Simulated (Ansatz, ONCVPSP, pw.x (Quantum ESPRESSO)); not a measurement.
**Be (bcc): variants of one ONCV potential in the solid**

```
Element                 : beryllium
Generator               : ONCVPSP 4.0.1.1 (patched build)
Type                    : optimised norm-conserving Vanderbilt (ONCV)
Functional              : PBE
Relativity              : scalar-relativistic
Frozen core             : [He]
Valence charge          : 2
Reference configuration : 2s2
Partial waves           : 2s: rc 2.15 bohr, ncon 3, nbas 8, qcut 3.7 1/bohr, 2 projectors, debl 0.3 Ha; p scattering state at 0.47 Ha: rc 1.65 bohr, ncon 5, nbas 10, qcut 4.4 1/bohr, 2 projectors, debl 1.3 Ha; d scattering state at 0.41 Ha: rc 1.75 bohr, ncon 4, nbas 7, qcut 6.2 1/bohr, 2 projectors, debl 1.8 Ha
Local potential         : polynomial inside 1.65 bohr (lpopt 5, dvloc0 -1 Ha)
Core correction         : Teter function, fcfact 3.25, rcfact 1.65
```

In the p channel the program set the typed energies aside and used 0.050, 1.350 Ha.

Crystal test: bcc Be in pw.x 7.5, no spin, 18³ k-points, Fermi–Dirac smearing 0.01 Ry, cutoffs set for each file from its atomic test. The reference is all-electron LAPW (Ansatz 0.2.0) with the same functional, mesh and smearing; V0 and B0 come from Birch–Murnaghan fits to the pressures at five volumes. Errors are pseudo minus all-electron; Δ is the rms difference of the E(V) curves that follow from these fits, minima aligned, over ±6 % about the mean V0. Mesh and smearing are coarse, so the numbers serve the comparison and aren't converged zero-temperature values; the lattice is a test structure that the element need not adopt.

All-electron: a0 = 2.501 Å (V0 = 7.82 Å³/atom), B0 = 122.0 GPa.

Base: The largest radius (2.15 bohr) exceeds half the bond length (2.05 bohr), so the spheres overlap, which is one possible source of error among others. This is a poor potential for the solid.

```csv
change,cutoffs (Ry),pw.x,a0 (Å),a0 error (%),B0 error (%),Δ (meV/atom),mean pressure error (GPa)
base,50/200,converged; energies reset by the program,2.488,-0.54,+4.0,3.4,-1.99
"core correction Teter function, fcfact 3.25, rcfact 1.08",50/200,converged; energies reset by the program,2.475,-1.06,+1.4,6.6,-3.77
"core correction Teter function, fcfact 3.25, rcfact 1.28",50/200,converged; energies reset by the program,2.481,-0.83,+1.5,5.2,-2.97
"core correction Teter function, fcfact 3.25, rcfact 1.44",50/200,converged; energies reset by the program,2.485,-0.65,+2.0,4.0,-2.35
"core correction Teter function, fcfact 3.25, rcfact 1.7",50/200,converged; energies reset by the program,2.488,-0.53,+4.7,3.4,-1.99
"core correction Teter function, fcfact 3.25, rcfact 1.94",50/200,converged; energies reset by the program,2.488,-0.54,+9.6,3.5,-2.09
```
